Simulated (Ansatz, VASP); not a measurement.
Two plane-wave programs on Cd2S

File INCAR:

```
SYSTEM = Cd2S
PREC = Accurate
ENCUT = 520
EDIFF = 1E-7
ISMEAR = 0
SIGMA = 0.03
LREAL = .False.
LASPH = .True.
NELM = 100
ALGO = Fast
ISIF = 2
LWAVE = .False.
LCHARG = .False.
NBANDS = 22
```

The input KPOINTS:

```
regular mesh
0
Gamma
  12 12 6
  0 0 0
```

POSCAR

```
Cd2S
1.0
    3.9626700490      0.0000000000      0.0000000000
   -1.9813350245      3.4317729293      0.0000000000
    0.0000000000      0.0000000000      5.8091920000
Cd S
2 1
Direct
    0.6666666667      0.3333333333      0.5787350000
    0.3333333333      0.6666666667      0.9327170000
    0.3333333333      0.6666666667      0.3614014755
```

Input for Ansatz:

```yaml
crystal:
  lattice:
    - [3.962670049, 0.0, 0.0]
    - [-1.9813350245, 3.4317729293, 0.0]
    - [0.0, 0.0, 5.809192]
  atoms:
    - { symbol: Cd, position: [0.6666666667, 0.3333333333, 0.578735] }
    - { symbol: Cd, position: [0.3333333333, 0.6666666667, 0.932717] }
    - { symbol: S, position: [0.3333333333, 0.6666666667, 0.3614014755] }
basis:
  ecutwfc: 420
kpoints:
  mp_grid: { grid: [12, 12, 6] }
hamiltonian:
  xc: lda
scf:
  occupations: { method: gaussian, width: 0.03 }
output:
  forces: true
  stress: true
  eigenvalues: true
```

Change from the starting cell: all S atoms moved +0.025 Å, as atom 3 towards its neighbour atom 2 (Cd) at 2.515 Å.

Alike in both runs: task single point; functional LDA; k mesh 12 × 12 × 6; occupations gaussian, width 0.03 eV; no spin polarisation.

```csv
,VASP,Ansatz
version,VASP 6.6.1,Ansatz 0.2.0
potentials or method,"VASP PAW LDA potentials, release 64 (Cd, S)","scalar-relativistic, plane waves, PAW"
plane-wave cutoff (eV),520,420
valence electrons in the cell,30,46
```

Ansatz gave:

- gap on the k mesh at the Fermi level (eV): 0.17
- least direct gap on the mesh (eV): 0.41
- pressure (GPa): -5.0
- largest component of the traceless stress (GPa): 0.94
- rms of the force components (eV/Å): 0.129

Q: Estimate VASP's values.

A: gap on the k mesh at the Fermi level (eV): 0.15; least direct gap on the mesh (eV): 0.39; pressure (GPa): -4.7; largest component of the traceless stress (GPa): 0.80; rms of the force components (eV/Å): 0.128.

Atom by atom the forces differ by 0.011 eV/Å (rms over components). The two sets of potentials don't hold the same shells in valence.

A k mesh can miss the band edges.
